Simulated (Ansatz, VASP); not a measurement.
**One calculation of Pd, two programs**

File INCAR:

```
SYSTEM = Pd
PREC = Accurate
ENCUT = 520
EDIFF = 1E-6
ISMEAR = -1
SIGMA = 0.1
LREAL = .False.
LASPH = .True.
NELM = 60
ALGO = Normal
ISIF = 2
LWAVE = .False.
LCHARG = .False.
GGA = PE
NBANDS = 17
```

Contents of KPOINTS:

```
regular mesh
0
Gamma
  17 17 9
  0 0 0
```

File POSCAR:

```
Pd
1.0
    2.6215762851      0.0000000000      0.0000000000
   -1.3107881426      2.2703516609      0.0000000000
    0.0000000000      0.0000000000      4.3550743585
Pd
2
Direct
    0.3333333333      0.6666666667      0.2500000000
    0.6666666667      0.3333333333      0.7500000000
```

Input for Ansatz:

```yaml
crystal:
  lattice:
    - [2.6215762851, 0.0, 0.0]
    - [-1.3107881426, 2.2703516609, 0.0]
    - [0.0, 0.0, 4.3550743585]
  atoms:
    - { symbol: Pd, position: [0.3333333333, 0.6666666667, 0.25] }
    - { symbol: Pd, position: [0.6666666667, 0.3333333333, 0.75] }
kpoints:
  mp_grid: { grid: [17, 17, 9] }
scf:
  occupations: { method: fermi_dirac, width: 0.1 }
hamiltonian:
  xc: pbe
  pseudopotentials: { kind: all_electron, lapw: { basis_error: 0.001 } }
output:
  forces: true
  stress: true
  eigenvalues: true
  populations: true
```

Change from the starting cell: volume scaled by 0.84, LAPW.

Alike in both runs: task single point; functional PBE; k mesh 17 × 17 × 9; occupations fermi-dirac, width 0.1 eV; no spin polarisation.

|  | VASP | Ansatz |
| --- | --- | --- |
| version | VASP 6.6.1 | Ansatz 0.2.0 |
| potentials or method | VASP PAW PBE potentials, release 64 (Pd) | all-electron LAPW, scalar-relativistic |
| plane-wave cutoff (eV) | 520 | see its input |

|  | VASP | Ansatz | Ansatz less VASP |
| --- | --- | --- | --- |
| pressure (GPa) | 45.5 | 46.0 | +0.49 |
| largest component of the traceless stress (GPa) | 0.09 | 0.07 | -0.020 |

Ansatz ran all-electron here, so the differences hold the error of VASP's frozen core and of both bases.

Caveats: so large a pressure means that the cell lies far from this level's equilibrium, or that cutoff or potentials fall short (VASP).
